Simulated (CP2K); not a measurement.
Crystal: HfO2.

```
Hf O
1.0
     3.55802    0.00000    0.00000
     0.00000    3.55802    0.00000
     0.00000    0.00000    5.17186
Hf O
2 4
Direct
  0.00000 0.00000 0.00000
  0.50000 0.50000 0.50000
  0.00000 0.50000 0.19721
  0.50000 0.00000 0.30279
  0.50000 0.00000 0.80279
  0.00000 0.50000 0.69721
```

Measurements of this composition are mostly on another form, of space group No. 14.

Base run:

| Property | Result |
| --- | --- |
| Program | CP2K 2026.2 |
| Functional | PBE |
| Potentials or basis | POTENTIAL_UZH Hf GTH-PBE0-q12, O GTH-PBE0-q6; DZVP-MOLOPT-SR-GTH basis |
| Density cutoff | 8163 eV |
| k mesh | 8 × 8 × 5 |
| Occupations | fermi-dirac, width 0.05 eV |
| Spin | no spin polarisation |

Its results: band gap on the k mesh 4.79 eV, indirect (least direct gap 4.87 eV); pressure 2.7 GPa; largest force 0.073 eV/Å.

Question: After a change of settings the same cell gave: band gap on the k mesh 4.67 eV, indirect (least direct gap 4.74 eV); pressure -4.6 GPa; largest force 0.027 eV/Å. Which change was it?
A. potentials or basis from POTENTIAL_UZH Hf GTH-PBE0-q12, O GTH-PBE0-q6; DZVP-MOLOPT-SR-GTH basis to GTH_POTENTIALS Hf GTH-PADE-q12, O GTH-PADE-q6; DZVP-MOLOPT-SR-GTH basis; potentials from Hf GTH-PBE0-q12 of POTENTIAL_UZH, O GTH-PBE0-q6 of POTENTIAL_UZH to Hf GTH-PADE-q12 of GTH_POTENTIALS, O GTH-PADE-q6 of GTH_POTENTIALS
B. potentials or basis from POTENTIAL_UZH Hf GTH-PBE0-q12, O GTH-PBE0-q6; DZVP-MOLOPT-SR-GTH basis to GTH_POTENTIALS Hf GTH-PBE-q12, O GTH-PBE-q6; DZVP-MOLOPT-SR-GTH basis; potentials from Hf GTH-PBE0-q12 of POTENTIAL_UZH, O GTH-PBE0-q6 of POTENTIAL_UZH to Hf GTH-PBE-q12 of GTH_POTENTIALS, O GTH-PBE-q6 of GTH_POTENTIALS
C. potentials or basis from POTENTIAL_UZH Hf GTH-PBE0-q12, O GTH-PBE0-q6; DZVP-MOLOPT-SR-GTH basis to POTENTIAL_UZH Hf GTH-SCAN-q12, O GTH-SCAN-q6; DZVP-MOLOPT-SR-GTH basis; potentials from Hf GTH-PBE0-q12 of POTENTIAL_UZH, O GTH-PBE0-q6 of POTENTIAL_UZH to Hf GTH-SCAN-q12 of POTENTIAL_UZH, O GTH-SCAN-q6 of POTENTIAL_UZH
D. potentials or basis from POTENTIAL_UZH Hf GTH-PBE0-q12, O GTH-PBE0-q6; DZVP-MOLOPT-SR-GTH basis to GTH_POTENTIALS Hf GTH-PBE-q12, O GTH-BLYP-q6; DZVP-MOLOPT-SR-GTH basis; potentials from Hf GTH-PBE0-q12 of POTENTIAL_UZH, O GTH-PBE0-q6 of POTENTIAL_UZH to Hf GTH-PBE-q12 of GTH_POTENTIALS, O GTH-BLYP-q6 of GTH_POTENTIALS

Answer: A.

Caveats: spin-orbit coupling is left out, which moves the levels of the heavy elements; the basis of atomic orbitals isn't converged, which shifts pressures, moduli and gaps; the potentials were made for another functional, which shifts forces and pressure (some runs).
